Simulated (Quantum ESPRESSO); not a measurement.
Al2Au under changes of volume

One of the cells (18.000 Å³/atom); the others are scaled copies at fixed shape and fractional positions:

```
Au Al
1.0
     0.00000    3.00000    3.00000
     3.00000    0.00000    3.00000
     3.00000    3.00000    0.00000
Au Al
1 2
Direct
  0.00000 0.00000 0.00000
  0.75000 0.75000 0.75000
  0.25000 0.25000 0.25000
```

```yaml
Program: Quantum ESPRESSO 7.5
Functional: r2SCAN
Potentials_or_basis: SG15 PBE 1.2
Cutoff: 1020 eV
Density_cutoff: 4082 eV
k_mesh: 5 × 5 × 5
Occupations: fermi-dirac, width 0.05 eV
Spin: no spin polarisation
```

```csv
volume (Å³/atom),energy over the lowest point (meV/atom),pressure (GPa)
16.920,35.56,9.9
17.280,16.93,6.6
17.640,5.33,3.7
18.000,0.00,1.0
18.360,?,?
18.720,5.58,-3.4
19.080,15.37,-5.3
```

What does the run at 18.360 Å³/atom give?

Energy over the lowest point 0.27 meV/atom; pressure -1.3 GPa.

Worked out: A Birch-Murnaghan fit of order 3 (a polynomial in V^(-2/3)) to the other rows has its minimum at 18.16 Å³/atom with B0 = V·E''(V) = 120 GPa and B' = 4.6. It gives 0.28 meV/atom at 18.360 Å³/atom, against the run's 0.27, and -dE/dV = -1.3 GPa, against -1.3.

Energies are extrapolated to zero smearing.

Caveats: some runs use coarse meshes; the potentials were made for another functional, which shifts forces and pressure.
